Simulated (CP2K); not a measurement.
Runs of CP2K 2026.2 on CsI. The structure is cubic, space group Pm-3m (No. 221). The conventional cell has a = 4.567 Å, b = 4.567 Å, c = 4.567 Å, α = 90.00°, β = 90.00°, γ = 90.00°. Cs (site symmetry m-3m) has 8 I at 3.95 Å as nearest neighbours. I (site symmetry m-3m) has 8 Cs at 3.95 Å as nearest neighbours. 

```csv
level,potentials or basis,EPS_DEFAULT,NGRIDS,points a segment of the path (NPOINTS),bands added on the path,CUTOFF of the grids,gap on the mesh (eV),pressure (GPa)
r2SCAN,"POTENTIAL_UZH Cs GTH-SCAN-q9, I GTH-SCAN-q7; TZVP-MOLOPT-SCAN-GTH basis",1.0E-9,5,10,4,675 Ry,4.56,(a)
LDA,"GTH_POTENTIALS Cs GTH-PADE-q9, I GTH-PADE-q7; TZVP-MOLOPT-PBE-GTH basis",1.0E-10,4,10,4,450 Ry,3.55,-1.1
TB-mBJ,"POTENTIAL_UZH Cs GTH-PBE-q9, I GTH-PBE-q7; TZVP-MOLOPT-PBE-GTH basis",1.0E-9,4,8,6,675 Ry,4.26,-
PBEsol,"POTENTIAL_UZH Cs GTH-PBE-q9, I GTH-PBE-q7; TZVP-MOLOPT-PBE-GTH basis",1.0E-10,5,6,4,450 Ry,(b),-0.1
```

Alike in all rows: task band structure; no spin polarisation; cell as given; k mesh 6 × 6 × 6; smearing fermi-dirac 0.05 eV.

**Question.** Fill in the values left out.

**Answer.** (a) 0.5; (b) 3.65.

Caveats: spin-orbit coupling is left out, which moves the levels of the heavy elements; the basis of atomic orbitals isn't converged, which shifts pressures, moduli and gaps; the potentials were made for another functional, which shifts forces and pressure (some runs); this is a model potential without an energy functional, so only levels have meaning (some runs).

A k mesh can miss the band edges, and the runs leave out spin-orbit coupling on Cs, I.

Runs at the PBE level aren't shown here.
